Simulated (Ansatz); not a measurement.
Runs of Ansatz 0.2.0 on Sb. It takes space group P6_3/mmc (No. 194, hexagonal). Conventional cell: a = 3.355 Å, b = 3.355 Å, c = 5.470 Å, α = 90.00°, β = 90.00°, γ = 120.00°. Sb (site symmetry -6m2) is surrounded by 12 Sb at 3.35 Å. This isn't the form of Sb at room conditions, which is rhombohedral.

```tsv
task	level	cell	k mesh	points for each segment of the path	mesh quality	gap on the mesh (eV)	pressure (GPa)	V0 of scaled cells (Å³/atom)	relaxed volume (Å³/atom)	B0 (GPa)
relaxation of cell and atoms	PBEsol+D4	relaxed	9 × 9 × 5	-	not flagged	none	0.0	-	25.22	-
equation of state	LDA	as given	9 × 9 × 5	-	not flagged	-	-	(a)	-	(b)
relaxation of cell and atoms	PBEsol+D3(BJ)	relaxed	9 × 9 × 5	-	not flagged	none	0.0	-	24.72	-
band structure	HSE06	as given	6 × 6 × 4	4	coarse	none	-	-	-	-
equation of state	PBEsol	as given	9 × 9 × 5	-	not flagged	-	-	25.99	-	66
```

Alike in all rows: potentials or basis Ansatz PAW; no spin polarisation; cutoff (eV) 420; smearing fermi-dirac 0.05 eV.

Task: Fill in the values left out.

Result: (a) 25.53; (b) 68.

Caveats: some runs use coarse meshes; the PAW data sets come from PBE, with cores solved anew for the run's functional, which leaves a small shift of forces and pressure; the plane-wave basis is chosen anew once the cell has moved, so the energies of steps on either side of that aren't comparable (some runs); pairwise dispersion overbinds metals, which lowers pressure and volume (some runs); the cell was scaled at fixed shape and fractional positions, which overstates the stiffness of a crystal with free parameters, most of all of layers and chains (some runs).

A k mesh can miss the band edges, and the runs leave out spin-orbit coupling on Sb.

A gap of «none» marks a metal or a gap under the smearing width.

Not every run made on this cell is shown here.
